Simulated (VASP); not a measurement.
# CdS (Hawleyite) (F-43m) in VASP: a series of runs

Runs on CdS (Hawleyite). Level: PBEsol. Tasks: relaxation of cell and atoms.

Program: VASP 6.6.1. These are calculated values, not measurements. Logs are shortened: lines on timing, memory, paths and dates and some standing lists are left out, and cuts for length are marked.

### 1 The crystal as given

It takes space group F-43m (No. 216, cubic). The conventional cell has a = 5.837 Å, b = 5.837 Å, c = 5.837 Å, α = 90.00°, β = 90.00°, γ = 90.00°. Cd (site symmetry -43m) has 4 S at 2.53 Å as nearest neighbours. S (site symmetry -43m) is surrounded by 4 Cd at 2.53 Å.

### 2 Relaxation of cell and atoms, PBEsol

File INCAR:

```
SYSTEM = CdS
PREC = Accurate ; ENCUT = 600
EDIFF = 1E-7 ; ISMEAR = 0
SIGMA = 0.03 ; LREAL = .FALSE.
LASPH = .TRUE. ; NELM = 80
ALGO = Normal ; ISIF = 3
LWAVE = .FALSE. ; LCHARG = .FALSE.
GGA = PS ; IBRION = 2
NSW = 90 ; EDIFFG = -0.005
KPAR = 4
```

File KPOINTS:

```
Automatic mesh
0
G
  8 8 8
  0 0 0
```

File POSCAR:

```
CdS                                     
1.0
   -0.0000000000      2.9184609114      2.9184609114
    2.9184609114     -0.0000000000      2.9184609114
    2.9184609114      2.9184609114     -0.0000000000
  Cd              S             
     1     1
Direct
     1.0000000000000000    0.0000000000000000    0.0000000000000000
     0.2500000000000000    0.2500000000000000    0.2500000000000000
```

Potentials or basis: VASP PAW PBE potentials, release 64 (Cd, S).

Started as:

```sh
> cat potpaw_PBE.64/Cd/POTCAR potpaw_PBE.64/S/POTCAR > POTCAR
> mpirun -np 4 vasp_std > vasp.out
```

OUTCAR:

```text
SYSTEM = CdS
   PREC = Accurate
   ENCUT = 600
   EDIFF = 1E-7
   ISMEAR = 0
   LREAL = .FALSE.
   LASPH = .TRUE.
   NELM = 80
   ISIF = 3
   GGA = PS
   IBRION = 2
   NSW = 90
   EDIFFG = -0.005

 ion  position               nearest neighbor table
   1  0.000  0.000  0.000-   2 2.53   2 2.53   2 2.53   2 2.53
   2  0.250  0.250  0.250-   1 2.53   1 2.53   1 2.53   1 2.53

  LATTYP: Found a face centered cubic cell.
 ALAT       =     5.8369218228

  Lattice vectors:

 A1 = (   0.0000000000,   2.9184609114,   2.9184609114)
 A2 = (   2.9184609114,   0.0000000000,   2.9184609114)
 A3 = (   2.9184609114,   2.9184609114,   0.0000000000)

Analysis of symmetry for initial positions (statically):
=====================================================================
 Subroutine PRICEL returns:
 Original cell was already a primitive cell.

 Routine SETGRP: Setting up the symmetry group for a
 face centered cubic supercell.

 Subroutine GETGRP returns: Found 24 space group operations
 (whereof 24 operations were pure point group operations)
 out of a pool of 48 trial point group operations.

The static configuration has the point symmetry T_d .

Analysis of symmetry for dynamics (positions and initial velocities):
=====================================================================
 Subroutine PRICEL returns:
 Original cell was already a primitive cell.

 Routine SETGRP: Setting up the symmetry group for a
 face centered cubic supercell.

 Subroutine GETGRP returns: Found 24 space group operations
 (whereof 24 operations were pure point group operations)
 out of a pool of 48 trial point group operations.

The dynamic configuration has the point symmetry T_d .

 Subroutine INISYM returns: Found 24 space group operations
 (whereof 24 operations are pure point group operations),
 and found     1 'primitive' translations

----------------------------------------------------------------------------------------

                                     Primitive cell

[... 149 lines left out ...]
  Total       -0.0117284     -0.0117284     -0.0117284      0.0000000      0.0000000      0.0000000
  in kB       -0.3779717     -0.3779717     -0.3779717      0.0000000      0.0000000      0.0000000
  external PRESSURE =      -0.3779717 kB  Pullay stress =       0.0000000 kB

 VOLUME and BASIS-vectors are now :
 -----------------------------------------------------------------------------
  energy-cutoff  :      600.00
  volume of cell :       49.72
      direct lattice vectors                 reciprocal lattice vectors
     0.000000000  2.918460911  2.918460911    -0.171323179  0.171323179  0.171323179
     2.918460911  0.000000000  2.918460911     0.171323179 -0.171323179  0.171323179
     2.918460911  2.918460911  0.000000000     0.171323179  0.171323179 -0.171323179

 POSITION                                       TOTAL-FORCE (eV/Angst)
 -----------------------------------------------------------------------------------
      0.00000      0.00000      0.00000         0.000000      0.000000      0.000000
      1.45923      1.45923      1.45923        -0.000000     -0.000000     -0.000000
 -----------------------------------------------------------------------------------
    total drift:                               -0.000000     -0.000000     -0.000000

  FREE ENERGIE OF THE ION-ELECTRON SYSTEM (eV)
  ---------------------------------------------------
  free  energy   TOTEN  =        -6.8137157566 eV

  energy  without entropy=       -6.8137157566  energy(sigma->0) =       -6.81371576

--------------------------------------- Ionic step        2  -------------------------------------------

 number of electron      17.9999999 magnetization

 Free energy of the ion-electron system (eV)
  ---------------------------------------------------
  ext. energy  EPLUGINS =         0.00000000
  ---------------------------------------------------
  free energy    TOTEN  =        -6.81371894 eV

  energy without entropy =       -6.81371894  energy(sigma->0) =       -6.81371894

 E-fermi :   1.3641     XC(G=0):  -9.3726

 val. band max:        1.2015037110   @ k =   0.0000   0.0000   0.0000
 cond. band min:       2.2075138383   @ k =   0.0000   0.0000   0.0000
 fundamental gap:      1.0060101273
 Fermi energy:         1.3641362276

 k-point     1 :       0.0000    0.0000    0.0000
  band No.  band energies     occupation
      1     -11.1756      2.00000
      2      -6.5235      2.00000
      3      -6.5235      2.00000
      4      -6.5235      2.00000
      5      -6.0370      2.00000
      6      -6.0370      2.00000
      7       1.2015      2.00000
      8       1.2015      2.00000
      9       1.2015      2.00000
     10       2.2075      0.00000
     11       7.6467      0.00000
     12       7.6467      0.00000
     13       7.6467      0.00000
[... 354 lines left out ...]
  band No.  band energies     occupation
      1     -10.6717      2.00000
      2      -6.3590      2.00000
      3      -6.3195      2.00000
      4      -6.0648      2.00000
      5      -6.0104      2.00000
      6      -5.5414      2.00000
      7      -2.9775      2.00000
      8      -0.7718      2.00000
      9      -0.0393      2.00000
     10       5.4887      0.00000
     11       6.8903      0.00000
     12       8.3200      0.00000
     13       9.4624      0.00000

 [... further k-points ...]
[... 5 lines left out ...]
  --------------------------------------------------------------------------------------
  -------------------------------------------------------------------------------------
  Total        0.0043426      0.0043426      0.0043426     -0.0000000      0.0000000      0.0000000
  in kB        0.1400661      0.1400661      0.1400661     -0.0000000      0.0000000      0.0000000
  external PRESSURE =       0.1400661 kB  Pullay stress =       0.0000000 kB

 VOLUME and BASIS-vectors are now :
 -----------------------------------------------------------------------------
  energy-cutoff  :      600.00
  volume of cell :       49.67
      direct lattice vectors                 reciprocal lattice vectors
    -0.000000000  2.917635262  2.917635262    -0.171371661  0.171371661  0.171371661
     2.917635262  0.000000000  2.917635262     0.171371661 -0.171371661  0.171371661
     2.917635262  2.917635262  0.000000000     0.171371661  0.171371661 -0.171371661

 POSITION                                       TOTAL-FORCE (eV/Angst)
 -----------------------------------------------------------------------------------
      2.91764      2.91764      0.00000         0.000000      0.000000      0.000000
      1.45882      1.45882      1.45882        -0.000000     -0.000000     -0.000000
 -----------------------------------------------------------------------------------
    total drift:                               -0.000000     -0.000000     -0.000000

  FREE ENERGIE OF THE ION-ELECTRON SYSTEM (eV)
  ---------------------------------------------------
  free  energy   TOTEN  =        -6.8137189449 eV

  energy  without entropy=       -6.8137189449  energy(sigma->0) =       -6.81371894

 reached required accuracy - stopping structural energy minimisation
```

OSZICAR:

```text
N       E                     dE             d eps       ncg     rms          rms(c)
DAV:   1     0.117319772872E+03    0.11732E+03   -0.10075E+04   770   0.143E+03
DAV:   2    -0.190771491995E+01   -0.11923E+03   -0.11345E+03   849   0.309E+02
DAV:   3    -0.727238363976E+01   -0.53647E+01   -0.53477E+01   894   0.676E+01
[... 15 lines left out ...]
DAV:   2    -0.681372928100E+01    0.11209E-03   -0.27772E-04   829   0.279E-01    0.299E-02
DAV:   3    -0.681371856746E+01    0.10714E-04   -0.32084E-05   814   0.690E-02    0.247E-02
DAV:   4    -0.681371862392E+01   -0.56463E-07   -0.18464E-06   769   0.161E-02    0.487E-03
DAV:   5    -0.681371887758E+01   -0.25366E-06   -0.36101E-07   694   0.100E-02    0.152E-03
DAV:   6    -0.681371894492E+01   -0.67341E-07   -0.51984E-08   392   0.315E-03
   2 F= -.68137189E+01 E0= -.68137189E+01  d E =-.318829E-05
```

CONTCAR:

```text
CdS
   1.00000000000000
    -0.0000000000000000    2.9176352623744894    2.9176352623744894
     2.9176352623744894    0.0000000000000000    2.9176352623744894
     2.9176352623744894    2.9176352623744894    0.0000000000000000
  Cd              S
     1     1
Direct
     0.0000000000000000    0.0000000000000000    1.0000000000000000
     0.2500000000000000    0.2500000000000000    0.2500000000000000

  0.00000000E+00  0.00000000E+00  0.00000000E+00
  0.00000000E+00  0.00000000E+00  0.00000000E+00
```

It took 8.4 s on 4 MPI ranks of Intel Xeon 6975P-C (Granite Rapids), shared host; peak memory 0.22 GiB.

Results:

* Free energy: -6.8137 eV
* Relaxed volume: 24.84 Å³/atom
* Relaxed cell: a = 4.126 Å, b = 4.126 Å, c = 4.126 Å, α = 60.00°, β = 60.00°, γ = 60.00°
* Space group after relaxing (to 0.05 Å): F-43m (No. 216)
* Energy gained by relaxing: 0.0 meV/atom
* Ionic steps: 2
* Pressure after relaxing: 0.0 GPa
* Band gap on the k mesh: 1.01 eV, direct

Final structure:
```xyz
2
Lattice="0.0000 2.9176 2.9176 2.9176 0.0000 2.9176 2.9176 2.9176 0.0000" Properties=species:S:1:pos:R:3 pbc="T T T"
Cd    2.9176    2.9176    0.0000
S     1.4588    1.4588    1.4588
```

Levels at points of the mesh, in eV from the valence-band top:
```tsv
k point	band 6	band 7	band 8	band 9	band 10	band 11	band 12	band 13
(0.00, 0.00, 0.00)	-7.24	0.00	0.00	0.00	1.01	6.45	6.45	6.45
(0.50, 0.00, 0.00)	-6.86	-4.47	-0.76	-0.76	2.89	6.91	6.91	7.33
(0.50, 0.50, 0.00)	-6.80	-4.01	-1.91	-1.91	3.39	4.25	9.07	10.66
```

Caveat: the PAW data sets were made with another functional, which shifts forces and pressure a little. As with any semilocal functional, this PBEsol gap is likely too small.

[end of part 1 of 2]
